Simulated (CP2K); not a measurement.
Crystal: SnTe.

```
Te Sn
1.0
     4.45597    0.00000    0.00000
     2.22799    3.85899    0.00000
     2.22799    1.28633    3.63829
Te Sn
1 1
Direct
  0.50000 0.50000 0.50000
  0.00000 0.00000 0.00000
```

Base run:

| Property | Result |
| --- | --- |
| Program | CP2K 2026.2 |
| Functional | vdW-DF-cx |
| Potentials or basis | POTENTIAL_UZH Te GTH-PBE-q6, Sn GTH-PBE-q4; TZVP-MOLOPT-PBE-GTH basis |
| Density cutoff | 9184 eV |
| k mesh | 7 × 7 × 7 |
| Occupations | fermi-dirac, width 0.05 eV |
| Spin | no spin polarisation |

Its results: pressure 2.8 GPa.

Problem. After a change of settings the same cell gave: pressure 1.8 GPa. Which change was it?
A. functional from vdW-DF-cx to HLE17
B. functional from vdW-DF-cx to BEEF-vdW
C. functional from vdW-DF-cx to optB88-vdW

Solution. A.

Caveats: the potentials were made for another functional, which shifts forces and pressure; the basis of atomic orbitals isn't converged, which shifts pressures, moduli and gaps; the potentials were made for a functional far from this one (some runs).

Runs at the PBE level aren't shown here.
